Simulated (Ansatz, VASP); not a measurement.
**PtSe2: VASP beside Ansatz**

Contents of INCAR:

```
PREC = Accurate
ENCUT = 520
EDIFF = 1E-6
ISMEAR = -1
SIGMA = 0.02
LREAL = F
LASPH = T
NELM = 100
ALGO = Normal
ISIF = 2
LWAVE = F
LCHARG = T
GGA = PE
LELF = T
LVHAR = T
NBANDS = 18
```

Contents of KPOINTS:

```
regular mesh
0
Gamma
  8 8 8
```

File POSCAR:

```
PtSe2
1.0
    1.8776323312      1.0840515319      5.7607123393
   -1.8776323312      1.0840515319      5.7607123393
    0.0000000000     -2.1681030637      5.7607123393
Pt Se
1 2
Direct
    0.0000000000      0.0000000000      0.0000000000
    0.2586187874      0.2586187874      0.2586187874
    0.7413812126      0.7413812126      0.7413812126
```

Input for Ansatz:

```yaml
crystal:
  lattice:
    - [1.8776323312, 1.0840515319, 5.7607123393]
    - [-1.8776323312, 1.0840515319, 5.7607123393]
    - [0.0, -2.1681030637, 5.7607123393]
  atoms:
    - { symbol: Pt, position: [0.0, 0.0, 0.0] }
    - { symbol: Se, position: [0.2586187874, 0.2586187874, 0.2586187874] }
    - { symbol: Se, position: [0.7413812126, 0.7413812126, 0.7413812126] }
kpoints:
  mp_grid: { grid: [8, 8, 8] }
  band_path:
    path:
      - [0.0, 0.0, 0.0]
      - [0.5, 0.5, 0.5]
      - [0.8105216083, 0.1894783917, 0.5]
      - [0.5, -0.1894783917, 0.1894783917]
      - [0.5, 0.0, 0.0]
      - [0.3447391959, -0.3447391959, 0.0]
      - [0.6552608041, 0.0, 0.3447391959]
      - [0.5, 0.0, 0.5]
      - [0.0344739196, -0.0344739196, 0.0]
      - [0.0, 0.25, -0.25]
      - [0.25, 0.25, -0.5]
    npoints: 1
hamiltonian:
  xc: pbe
scf:
  occupations: { method: fermi_dirac, width: 0.02 }
  n_extra_bands: 4
output:
  forces: true
  stress: true
  eigenvalues: true
```

Change from the starting cell: biaxial_xy strain +1.7%.

Alike in both runs: task single point; functional PBE; k mesh 8 × 8 × 8; occupations fermi-dirac, width 0.02 eV; no spin polarisation.

```csv
,VASP,Ansatz
version,VASP 6.6.1,Ansatz 0.2.0
potentials or method,"VASP PAW PBE potentials, release 64 (Pt, Se)","plane waves, PAW"
plane-wave cutoff (eV),520,420
valence electrons in the cell,22,50
```

```csv
,VASP,Ansatz,Ansatz less VASP
pressure (GPa),1.2,1.2,+0.03
largest component of the traceless stress (GPa),0.69,0.68,-0.006
rms of the force components (eV/Å),0.048,0.048,+0.0005
```

Atom by atom the forces differ by 0.000 eV/Å (rms over components). With one functional, cell and mesh, what is left measures potentials, basis and numerics. The two sets of potentials don't hold the same shells in valence.

Caveats: spin-orbit coupling is left out, which moves the levels of the heavy elements.
